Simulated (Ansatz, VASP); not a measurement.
# Two plane-wave programs on Cu

```
Cu
1.0
     0.00000    1.78184    1.78184
     1.78184    0.00000    1.78184
     1.78184    1.78184    0.00000
Cu
1
Direct
  0.00000 0.00000 0.00000
```

Alike in both runs: functional PBEsol; k mesh 10 × 10 × 10; occupations gaussian, width 0.1 eV; no spin polarisation.

Ansatz relaxed the structure, and its values are those at the end. VASP's run is a single point on that final structure, the one shown.

|  | VASP | Ansatz |
| --- | --- | --- |
| version | VASP 6.6.1 | Ansatz 0.2.0 |
| potentials or method | VASP PAW PBE potentials, release 64 (Cu) | scalar-relativistic, plane waves, PAW |
| plane-wave cutoff (eV) | 520 | 420 |
| valence electrons in the cell | 11 | 19 |

Ansatz gave:

```
gap on the k mesh at the Fermi level (eV) : none
pressure (GPa)                            : 0.0
```

Q: What did VASP give for the same quantities?

A: gap on the k mesh at the Fermi level (eV): none; pressure (GPa): 0.7.

A gap of «none» marks a metal or a gap that the smearing closes. The two sets of potentials don't hold the same shells in valence. Ansatz warned: «pseudo_functional_mismatch».

Caveats: the PAW data sets were made with another functional, which shifts forces and pressure a little (VASP).
